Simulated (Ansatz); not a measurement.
# TiO2 (Anatase) (I4_1/amd) in Ansatz: further runs

Aim: see how the results for TiO2 (Anatase) move with the level of theory and the settings. Levels: PBE+D4, PBEsol+D3(BJ). Tasks: relaxation of cell and atoms.

All numbers are computed with Ansatz 0.2.0; they aren't measurements. Logs are shortened: lines on timing, memory, paths and dates and some standing lists are left out, and cuts for length are marked.

## Step 1: The structure

The structure is tetragonal, space group I4_1/amd (No. 141). Conventional cell: a = 3.784 Å, b = 3.784 Å, c = 9.515 Å, α = 90.00°, β = 90.00°, γ = 90.00°. Ti (site symmetry -4m2) is surrounded by 6 O at 1.93 to 1.98 Å. Around O (site symmetry 2mm) lie 3 Ti at 1.93 to 1.98 Å.

## Step 2: Relaxation of cell and atoms, PBE+D4

Contents of input.yaml:

```yaml
crystal:
  lattice:
    - [-1.8921, 1.8921, 4.7573]
    - [1.8921, -1.8921, 4.7573]
    - [1.8921, 1.8921, -4.7573]
  atoms:
    - { symbol: Ti, position: [0.75, 0.25, 0.5] }
    - { symbol: Ti, position: [0.0, 0.0, 0.0] }
    - { symbol: O, position: [0.7919, 0.7919, 0.0] }
    - { symbol: O, position: [0.5419, 0.0419, 0.5] }
    - { symbol: O, position: [0.9581, 0.4581, 0.5] }
    - { symbol: O, position: [0.2081, 0.2081, 0.0] }
hamiltonian:
  xc: pbe
  pseudopotentials: { kind: paw }
  dispersion: d4
kpoints:
  mp_grid: { grid: [10, 10, 10] }
scf:
  occupations: { method: fermi_dirac, width: 0.05 }
output:
  forces: true
  stress: true
relax:
  f_tol: 0.01
  max_steps: 40
  cell: { stress_tol: 0.05 }
```

Potentials or basis: Ansatz PAW.

The run is started by

```
ansatz run input.yaml --threads 2 --pin off --max-ram 5632MiB --backend cpu --events-out ev --progress --plain --runs-dir out
```

The log of the run:

```text
Warning: RAYON_NUM_THREADS=2 ignored (pool sized by the plan → 2); use --threads N
basis.fft_grid_basis auto: the FFT boxes are laid along the combinations [[1, 0, 1], [0, 1, 1], [0, 0, 1]] of the cell's own vectors, 3.784, 3.784 and 5.458 Å long. The dense box has 27×27×40 points. Along the cell's own vectors, as sized, it would have 40×40×40, 2.19 times as many. Of the 16 symmetry operations that the crystal satisfies within crystal.symmetry.tolerance (time reversal apart; of a slab, those that keep its plane) the dense box along the cell's own vectors carries 16, and the one as laid loses 14 of those. basis.fft_grid_basis: typed keeps the cell's own vectors: state it where this run's energies or levels are differenced outside the engine with another run's, or held beside a run that keeps those vectors.
Engine: ansatz 0.2.0, x86_64-unknown-linux-gnu
Pseudopotentials: kind: paw
Pseudopotential: Ti, paw, valence charge 12, recommended cutoff 420 eV (normal), Ti.paw.azcp
Pseudopotential: O, paw, valence charge 6, recommended cutoff 420 eV (normal), O.paw.azcp
Functional definition: PBE
  parameter kappa = 0.804
  parameter beta = 0.06672455060314922
  exchange = pbe_x(kappa = kappa, mu = beta*pi^2/3)
  correlation = pbe_c(beta = beta)
Crystal: 6 atoms, lattice volume = 68.125 Å³
Basis set: ecut = 420 eV, 1315 PW (Γ), FFT grids on a1+a3, a2+a3, a3, exchange–correlation on 54×54×80 points (8 copies of the dense FFT grid, shifted against one another)
Bands: 30, of which v1, the nominal top of the filled ones, is band 24 counted from 1 (23 counted from 0)
Symmetry: 16 space group operations
Space group: I41/amd (ITA 141), of the structure as read, at distance tolerance 4.1e-5 Å
k-points: 102 of 1000
Non-local potential: Ti, projectors of the file, l = 0: 3, l = 1: 2, l = 2: 3, l = 3: 1
Non-local potential: O, projectors of the file, l = 0: 2, l = 1: 2, l = 2: 1
PAW form: soft (Blöchl's): semilocal exchange-correlation on the pseudo side does not see the compensation charge
PAW one-centre angular grid: Ti, 590 points (default); XC on 64 Gauss nodes
PAW one-centre angular grid: O, 110 points (default); XC on 64 Gauss nodes
Initial density: superposition of atomic densities (neutral atoms: chi_scale 0, normalization atom), corrected by the library's trained network
Initial wavefunctions: pseudopotential atomic-orbital guess
Functional: x = pbe(κ = 0.804, μ = 0.2195149727645171), c = pbe(β = 0.06672455060314922)
SCF iter   1: F=—  HF=-7278.603150 eV  |F-HF|=—  |Δ(HF+E_count)|=         —  Δρ=3.44e-3  dr2=3.14e-3  ethr=1.77e-3  ⟨swp⟩=4.7  Hψ=12489  notcnv=0
preconditioner: auto → none  [insulator: Δε(μ)=2.152 eV  Ē_g=9.665 eV  σ=0.050 eV  W_gap=1.00  n_scr=14 (ndim 8)  ℏωp=25.4 eV  f_vac=0.102  D(μ)=0.00/eV (n_scr^D=0)  ε∞_Penn≈7.9]
SCF iter   2: F=—  HF=-7278.604796 eV  |F-HF|=—  |Δ(HF+E_count)|=   1.65e-3  Δρ=2.63e-3  dr2=3.48e-3  ethr=6.54e-6  ⟨swp⟩=2.9  Hψ=6660  notcnv=0  defer=162
SCF iter   3: F=—  HF=-7278.604660 eV  |F-HF|=—  |Δ(HF+E_count)|=   1.36e-4  Δρ=1.47e-3  dr2=1.01e-3  ethr=6.54e-6  ⟨swp⟩=2.0  Hψ=4805  notcnv=0  defer=162
SCF iter   4: F=—  HF=-7278.604775 eV  |F-HF|=—  |Δ(HF+E_count)|=   1.15e-4  Δρ=6.31e-4  dr2=1.73e-4  ethr=2.10e-6  ⟨swp⟩=2.1  Hψ=3522  notcnv=0  defer=162
SCF iter   5: F=—  HF=-7278.604811 eV  |F-HF|=—  |Δ(HF+E_count)|=   3.66e-5  Δρ=1.36e-4  dr2=7.99e-6  ethr=3.61e-7  ⟨swp⟩=2.0  Hψ=3793  notcnv=0  defer=162
SCF iter   6: F=—  HF=-7278.604674 eV  |F-HF|=—  |Δ(HF+E_count)|=   1.37e-4  Δρ=1.24e-5  dr2=2.49e-8  ethr=2.08e-10  ⟨swp⟩=3.6  Hψ=13750  notcnv=0
SCF iter   7: F=-7278.604674 eV  HF=-7278.604674 eV  |F-HF|=1.44e-10  |Δ(HF+E_count)|=   5.95e-8  Δρ=1.39e-6  dr2=7.66e-10  ethr=5.19e-11  ⟨swp⟩=1.9  Hψ=10096  notcnv=0
SCF 1 converged in 7 iterations: F = -7278.604674 eV  dr2 = 7.66e-10
[... 72 lines left out ...]
SCF iter   4: F=—  HF=-7278.608641 eV  |F-HF|=—  |Δ(HF+E_count)|=   8.75e-9  Δρ=1.20e-6  dr2=6.42e-10  ethr=8.57e-12  ⟨swp⟩=2.5  Hψ=5233  notcnv=0
SCF iter   5: F=-7278.608641 eV  HF=-7278.608641 eV  |F-HF|=8.19e-12  |Δ(HF+E_count)|=  3.17e-10  Δρ=3.08e-7  dr2=3.25e-11  ethr=1.00e-12  ⟨swp⟩=3.0  Hψ=11455  notcnv=0
SCF 8 converged in 5 iterations: F = -7278.608641 eV  dr2 = 3.25e-11
relax step   8: F+E_penalty+E_count = -7278.60864113 eV  Δ(F+E_penalty+E_count) = -1.560e-4 eV  max|allowed force component| = 4.406e-5 eV/Å  Δτ_max = 0.0000 Å  P = +0.005 GPa  Ω = 68.702 Å³  stress off target by 1.48e-2 GPa  SCF on the basis re-selected at this cell (its energy is not comparable with the rows above)  (5 SCF iters)
basis re-selected at this cell: Δ(F+E_penalty+E_count) = -1.560e-4 eV, ΔP = +0.002 GPa vs the last step (what re-selecting the basis moved, of the pressure what is left beyond the Pulay correction that the steps carried, after the strain that the cell walked since its last selection, with what the two solves' SCF thresholds leave and, on support functions, any second-order correction that the steps lacked; it is no measure of the basis error at this ecutwfc). This SCF's stress stands 1.48e-2 GPa from its target on what of the cell is left free (relax.cell.stress_tol is 5.00e-2 GPa) and its largest allowed force component is 4.41e-5 eV/Å (relax.f_tol is 1.00e-2 eV/Å): within both
SCF converged after 5 iterations
Free energy (F): -7278.608641 eV
Harris-Foulkes:  -7278.608641 eV  (|F-HF|=8.19e-12)
Internal energy: -7278.608641 eV  (E = F + TS)
E sigma→0 (E₀):  -7278.608641 eV
Fermi energy:    8.342749 eV
--- Per-component energies (eV) ---
  E_band       = -460.130847
  E_kinetic    = 1247.345786
  E_local      = -3582.785740  (includes V_loc(G=0)·N_el)
  E_nonlocal   = 196.509252
  E_hartree    = 1389.341336
  E_xc         = -492.691787
  E_vxc        = -623.933664  (∫ρ·V_xc dr)
  E_paw        = -2722.135063  (= ΣΔE_a)
  E_vpaw       = -475.959299  (= ΣTr[D̂ρ^β])
  E_aug_tail   = 0.010088  (compensation charges beyond the density's cutoff)
  E_ewald      = -3313.080437
  E_disp       = -1.122076  (pairwise vdW)
  E_smearing   = -0.000000  (= −TS)
  E_closure    = 0.000000  (closes the sum)
  Σ components = -7278.608641   (vs F -7278.608641, Δ=0.00e0)
--- Forces (eV/Å), atoms counted from 1 ---
  atom   1  Ti     0.00000000     0.00000000     0.00000000
  atom   2  Ti    -0.00000000     0.00000000     0.00000000
  atom   3  O      0.00000000    -0.00000000    -0.00004406
  atom   4  O      0.00000000    -0.00000000    -0.00004406
  atom   5  O      0.00000000    -0.00000000     0.00004406
  atom   6  O     -0.00000000     0.00000000     0.00004406
  max |Σ_I F_I| component: 4.34e-18 eV/Å
--- Stress (GPa, compression-positive) ---
       -0.000630      -0.000000      -0.000000
       -0.000000      -0.000630       0.000000
        0.000000      -0.000000       0.014835
  P = ⅓ Tr σ = 0.0045 GPa (0.045 kbar)
--- Relaxed structure (6 steps of the walk, 6 accepted, 2 SCFs on fresh bases) ---
  F+E_penalty+E_count = -7278.60864113 eV   max|allowed force component| = 4.406e-5 eV/Å   (the final SCF, on the basis selected at the relaxed cell)
  cell:  # Å, volume = 68.7016 Å³
    - [-1.8914090524819591, 1.8914090524819591, 4.801049540957491]
    - [1.8914090524819591, -1.8914090524819591, 4.801049540957491]
    - [1.8914090524819591, 1.8914090524819591, -4.801049540957491]
  atoms:
    - { symbol: Ti, position: [0.7499999999999998, 0.24999999999999997, 0.49999999999999994] }
    - { symbol: Ti, position: [3.0387045102207976e-20, 3.038704510220791e-20, -5.579782567615472e-35] }
    - { symbol: O, position: [0.7924641059009019, 0.7924641059009019, 7.824949502359383e-35] }
    - { symbol: O, position: [0.5424641059009022, 0.04246410590090215, 0.49999999999999994] }
    - { symbol: O, position: [0.9575358940990977, 0.4575358940990979, 0.49999999999999994] }
    - { symbol: O, position: [0.20753589409909778, 0.20753589409909778, 5.737263979863424e-35] }
```

Run time: 83 s. Hardware: 2 threads of Intel Xeon at 2.50GHz (Skylake/Cascade Lake), shared host; peak memory 0.49 GiB.

What came out:

```yaml
Free_energy: -7278.6086 eV
Relaxed_volume: 11.45 Å³/atom
Relaxed_cell: a = 5.496 Å, b = 5.496 Å, c = 5.496 Å, α = 139.74°, β = 139.74°, γ = 58.25°
Space_group_after_relaxing_to_0.05_Å: I4_1/amd (No. 141)
Energy_gained_by_relaxing: 0.7 meV/atom
Ionic_steps: 8
Pressure_after_relaxing: 0.0 GPa
Band_gap_on_the_k_mesh: 2.14 eV
```

Step by step:
```tsv
step	energy change (eV)	largest force (eV/Å)	volume (Å³)
1	0.0000	0.0830	68.13
2	-0.0013	0.0407	68.48
3	-0.0013	0.0057	68.67
4	-0.0013	0.0037	68.68
5	-0.0014	0.0034	68.67
6	-0.0039	0.0035	68.67
7	-0.0038	0.0000	68.70
8	-0.0040	0.0000	68.70
```

Final structure:
```
Ti O
1.0
    -1.89141    1.89141    4.80105
     1.89141   -1.89141    4.80105
     1.89141    1.89141   -4.80105
Ti O
2 4
Direct
  0.75000 0.25000 0.50000
  0.00000 0.00000 0.00000
  0.79246 0.79246 0.00000
  0.54246 0.04246 0.50000
  0.95754 0.45754 0.50000
  0.20754 0.20754 0.00000
```

Caveat: the plane-wave basis is chosen anew once the cell has moved, so the energies of steps on either side of that aren't comparable; the pressure holds a Pulay correction of +0.7 GPa for the finite cutoff.

## Step 3: Relaxation of cell and atoms, PBEsol+D3(BJ)

input.yaml, as its differences from that of step 2:

```diff
@@ -13,5 +13,5 @@
 hamiltonian:
-  xc: pbe
+  xc: pbesol
   pseudopotentials: { kind: paw }
-  dispersion: d4
+  dispersion: d3bj
 kpoints:
@@ -23,2 +23,6 @@
   stress: true
+  write_density: true
+  write_potential: true
+  elf: true
+  volumetric_format: npy
 relax:
```

Potentials or basis: Ansatz PAW.

The run is started by

```
ansatz run input.yaml --threads 2 --pin off --max-ram 5632MiB --backend cpu --events-out ev --progress --plain --runs-dir out
```

The log of the run:

```text
Warning: RAYON_NUM_THREADS=2 ignored (pool sized by the plan → 2); use --threads N
[... 4 set-up lines as earlier in the session ...]
Functional definition: PBEsol
  exchange = pbesol_x
  correlation = pbesol_c
Crystal: 6 atoms, lattice volume = 68.125 Å³
Basis set: ecut = 420 eV, 1315 PW (Γ), exchange–correlation on 80×80×80 points (8 copies of the dense FFT grid, shifted against one another)
[... 128 lines left out ...]
  k-point 2: bands = ["-48.5305", "-48.4744", "-25.1646", "-24.9793", "-24.9336", "-24.8711", "-24.8260", "-24.7212", "-9.8084", "-8.9244", "-8.7966", "-8.5281", "2.9709", "3.2071", "3.3274", "4.0271", "4.6951", "5.2273", "5.4077", "5.6970", "5.8718", "6.3192", "6.8542", "7.1965", "10.4798", "10.6805", "10.8452", "11.1629", "11.2643", "11.7042"]
  k-point 101: bands = ["-48.5042", "-48.5042", "-24.9524", "-24.9524", "-24.9364", "-24.9364", "-24.8022", "-24.8022", "-9.5695", "-9.5695", "-8.9361", "-8.9361", "3.6938", "3.6938", "3.6965", "3.6965", "5.3416", "5.3416", "6.0946", "6.0946", "6.1820", "6.1820", "7.3438", "7.3438", "9.9534", "9.9534", "11.3247", "11.3247", "11.7619", "11.7619"]
--- Relaxed structure (5 steps of the walk, 5 accepted, 2 SCFs on fresh bases) ---
  F+E_penalty+E_count = -7200.92278189 eV   max|allowed force component| = 2.397e-4 eV/Å   (the final SCF, on the basis selected at the relaxed cell)
  cell:  # Å, volume = 66.8320 Å³
    - [-1.8809148234314192, 1.8809148234314192, 4.722651929350445]
    - [1.8809148234314192, -1.8809148234314192, 4.722651929350445]
    - [1.8809148234314192, 1.8809148234314192, -4.722651929350445]
  atoms:
    - { symbol: Ti, position: [0.7499999999999999, 0.25, 0.5] }
    - { symbol: Ti, position: [-3.798380637775998e-20, -3.7983806377759923e-20, 3.2736491548717873e-35] }
    - { symbol: O, position: [0.791088100573146, 0.791088100573146, -1.0403911418099029e-34] }
    - { symbol: O, position: [0.5410881005731462, 0.041088100573146054, 0.5000000000000001] }
    - { symbol: O, position: [0.9589118994268538, 0.45891189942685395, 0.5] }
    - { symbol: O, position: [0.20891189942685398, 0.20891189942685398, -1.6493320172615918e-34] }
```

It took 88 s on 2 threads of Intel Xeon at 2.50GHz (Skylake/Cascade Lake), shared host; peak memory 0.54 GiB.

Results:

| Property | Result |
| --- | --- |
| Free energy | -7200.9228 eV |
| Relaxed volume | 11.14 Å³/atom |
| Relaxed cell | a = 5.420 Å, b = 5.420 Å, c = 5.420 Å, α = 139.39°, β = 139.39°, γ = 58.78° |
| Space group after relaxing (to 0.05 Å) | I4_1/amd (No. 141) |
| Energy gained by relaxing | 2.5 meV/atom |
| Ionic steps | 7 |
| Pressure after relaxing | 0.0 GPa |
| Band gap on the k mesh | 2.10 eV, indirect (least direct gap 2.46 eV) |

Step by step:
```csv
step,energy change (eV),largest force (eV/Å),volume (Å³)
1,0.0000,0.0112,68.13
2,-0.0172,0.0186,67.26
3,-0.0204,0.0125,66.87
4,-0.0204,0.0002,66.88
5,-0.0152,0.0004,66.88
6,-0.0155,0.0002,66.83
7,-0.0153,0.0002,66.83
```

Final structure:
```
CELL_PARAMETERS angstrom
-1.88091 1.88091 4.72265
1.88091 -1.88091 4.72265
1.88091 1.88091 -4.72265
ATOMIC_POSITIONS crystal
Ti 0.75000 0.25000 0.50000
Ti 0.00000 0.00000 0.00000
O 0.79109 0.79109 0.00000
O 0.54109 0.04109 0.50000
O 0.95891 0.45891 0.50000
O 0.20891 0.20891 0.00000
```

Caveat: the plane-wave basis is chosen anew once the cell has moved, so the energies of steps on either side of that aren't comparable; the pressure holds a Pulay correction of +0.7 GPa for the finite cutoff; the PAW data sets come from PBE, with cores solved anew for the run's functional, which leaves a small shift of forces and pressure.
